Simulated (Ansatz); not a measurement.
Crystal: LuH2.

```xyz
3
Lattice="0.0000 2.5165 2.5165 2.5165 0.0000 2.5165 2.5165 2.5165 0.0000" Properties=species:S:1:pos:R:3 pbc="T T T"
Lu    0.0000    0.0000    0.0000
H     3.7748    3.7748    3.7748
H     1.2583    1.2583    1.2583
```

| Property | Result |
| --- | --- |
| Program | Ansatz 0.2.0 |
| Task | single point |
| Functional | PBEsol |
| Potentials or basis | all-electron LAPW, scalar-relativistic |
| Cutoff | 258 eV (chosen from the basis error) |
| Basis error allowed | 0.001 eV/atom |
| k mesh | 9 × 9 × 9 |
| Occupations | fermi-dirac, width 0.05 eV |
| Spin | no spin polarisation |

On this cell: pressure -4.0 GPa; largest force zero by symmetry; band gap on the k mesh none (metal or under the smearing width).

The same run follows on a disturbed copy (atoms moved at random, drawn with an rms of 0.05 Å):

```
CELL_PARAMETERS angstrom
0.00000 2.51650 2.51650
2.51650 0.00000 2.51650
2.51650 2.51650 0.00000
ATOMIC_POSITIONS crystal
Lu 0.99041 0.99416 0.01584
H 0.75380 0.73408 0.77011
H 0.23361 0.26464 0.24850
```

**Question.** What changes?

**Answer.** The energy (extrapolated to zero smearing) moves by +5.6 meV/atom; pressure -3.9 GPa; largest force 0.324 eV/Å; band gap on the k mesh none (metal or under the smearing width).

Forces in eV/Å, atoms in the order of the input:
```
Lu   0.005 -0.057  0.136
H    0.063 -0.228  0.003
H   -0.068  0.285 -0.139
```

Stress tensor (GPa, compression positive):
```
-3.88 -0.45  1.67
-0.45 -3.96 -0.42
 1.67 -0.42 -3.90
```
